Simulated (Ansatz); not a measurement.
## Trial structures of P: starts and ends

Method: Ansatz 0.2.0, DFT PBE, scalar-relativistic, plane waves, PAW. Settings: cutoff 420 eV, Γ-centred meshes spaced at most about 0.3 Å⁻¹, and about 0.25 Å⁻¹ or finer for metals (2π included), Gaussian smearing. No spin polarisation in the final relaxations.

Each guess was relaxed in cell and atoms at zero pressure, within the symmetry of its start. These are static total energies at zero pressure. Coordination counts all near atoms (those within 1.25 times the shortest such distance or 1.15 times the sum of covalent radii; a plus sign parts nearer from farther groups; a slash parts the counts of unlike sites).

```
guess                       made from  start group  V start (Å³/atom)  end group  V end (Å³/atom)  coordination at the end  gap on mesh (eV)  E over the lowest end (meV/atom)
    1  4-connected net of one element         Pccn               13.4     I4/mmm             15.2                    P 1+5                 0                                73
    2  4-connected net of one element         Pnnn               14.5       Cccm             22.7                      P 3                 0                                 0
    3  3-connected net of one element     I4_1/amd               27.6          ?                ?                        ?                 ?                                 ?
    4  4-connected net of one element       P4_2/m               13.3     P4_2/m             20.5                    P 3/4                 0                               276
```

Guess 3 as it starts:

```cif
data_structure
_symmetry_space_group_name_H-M 'I4_1/amd:1'
_symmetry_Int_Tables_number 141
_cell_length_a 8.7161
_cell_length_b 8.7161
_cell_length_c 5.8062
_cell_angle_alpha 90.000
_cell_angle_beta 90.000
_cell_angle_gamma 90.000
_cell_volume 441.10
loop_
_atom_site_label
_atom_site_type_symbol
_atom_site_symmetry_multiplicity
_atom_site_Wyckoff_symbol
_atom_site_fract_x
_atom_site_fract_y
_atom_site_fract_z
_atom_site_occupancy
P1 P 16 h 0.00000 0.83327 0.00000 1
```

Problem. Fill in the missing row: what does this guess relax into, and where does it rank?

Solution. It ends in space group I4_1/amd (No. 141), with a = 7.649 Å, c = 7.471 Å, 27.3 Å³/atom and a gap of 1.85 eV; its coordination is P 3. It lies 45 meV/atom over the lowest end, above guess 2 and below guess 1. Counting all near atoms, this end and the lowest (guess 2) both have P 3.

```yaml
crystal:
  lattice:
    - [-3.82434, 3.82434, 3.73551]
    - [3.82434, -3.82434, 3.73551]
    - [3.82434, 3.82434, -3.73551]
  atoms:
    - { symbol: P, position: [0.77360, 0.98121, 0.79239] }
    - { symbol: P, position: [0.18882, 0.98121, 0.20761] }
    - { symbol: P, position: [0.73121, 0.43882, 0.70761] }
    - { symbol: P, position: [0.73121, 0.02360, 0.29239] }
    - { symbol: P, position: [0.56118, 0.26879, 0.29239] }
    - { symbol: P, position: [0.97640, 0.26879, 0.70761] }
    - { symbol: P, position: [0.01879, 0.81118, 0.79239] }
    - { symbol: P, position: [0.01879, 0.22640, 0.20761] }
```

Weakly bound directions are ill-defined at this level, which has no dispersion term (Cccm), and this can change margins and order among such cells. Kohn–Sham gaps at this level usually fall short of measured ones. The zero gap of Cccm may come from the functional, which often closes small gaps, or the cell may be a true semimetal. Cells relaxed within their symmetry can be saddle points; a later kick test found a lower structure for P I4_1/amd. The part of the Crystallography Open Database at hand lists P in space groups No. 2, 13, 64, 123; no cell shown has one of them. Some structure types and database cells were kept out of the candidates from the start, so a known form may be missing.
